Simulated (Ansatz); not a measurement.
# Pd: relaxation of cell and atoms with revPBE+D4

Pd:

```xyz
1
Lattice="-1.5723 1.5723 1.5723 1.5723 -1.5723 1.5723 1.5723 1.5723 -1.5723" Properties=species:S:1:pos:R:3 pbc="T T T"
Pd    0.0000    0.0000    0.0000
```

This isn't the form of Pd at room conditions, which is fcc.

```yaml
Program: Ansatz 0.2.0
Task: relaxation of cell and atoms
Functional: revPBE
Dispersion: D4
Potentials_or_basis: Ansatz PAW
Cutoff: "420 eV (not typed: the program's choice for these potentials)"
k_mesh: 12 × 12 × 12
Occupations: fermi-dirac, width 0.05 eV
Spin: no spin polarisation
```

```
Relaxed volume                         : 15.00 Å³/atom
Relaxed cell                           : a = 2.691 Å, b = 2.691 Å, c = 2.691 Å, α = 109.47°, β = 109.47°, γ = 109.47°
Space group after relaxing (to 0.05 Å) : Im-3m (No. 229)
Energy gained by relaxing              : 10.1 meV/atom
Ionic steps                            : 5
Pressure after relaxing                : 0.0 GPa
Band gap on the k mesh                 : none (metal or under the smearing width)
```

The path:
```csv
step,energy change (eV),largest force (eV/Å),volume (Å³)
1,0.0000,0.0000,15.55
2,-0.0042,0.0000,14.60
3,-0.0103,0.0000,15.03
4,-0.0104,0.0000,15.00
5,-0.0101,0.0000,15.00
```

Final structure:
```xyz
1
Lattice="-1.5537 1.5537 1.5537 1.5537 -1.5537 1.5537 1.5537 1.5537 -1.5537" Properties=species:S:1:pos:R:3 pbc="T T T"
Pd    0.0000    0.0000    0.0000
```

Levels at points of the mesh, in eV from the Fermi level:
| k point | band 5 | band 6 | band 7 | band 8 | band 9 | band 10 | band 11 | band 12 | band 13 |
| --- | --- | --- | --- | --- | --- | --- | --- | --- | --- |
| (0.00, 0.00, 0.00) | -6.96 | -2.86 | -2.86 | -2.86 | -0.93 | -0.93 | 19.18 | 19.18 | 19.18 |
| (0.00, 0.00, -0.50) | -5.15 | -4.04 | -1.00 | -0.70 | 0.61 | 1.47 | 7.86 | 15.07 | 17.73 |
| (-0.50, -0.50, -0.50) | -5.10 | -5.10 | 0.23 | 0.23 | 0.23 | 9.24 | 9.24 | 9.24 | 17.43 |

Run time: 4.2 s on 2 threads of Arm Neoverse V1 (shared host), peak memory 0.27 GiB.

Caveat: the plane-wave basis is chosen anew once the cell has moved, so the energies of steps on either side of that aren't comparable; pairwise dispersion overbinds metals, which lowers pressure and volume; the PAW data sets come from PBE, with cores solved anew for the run's functional, which leaves a small shift of forces and pressure.
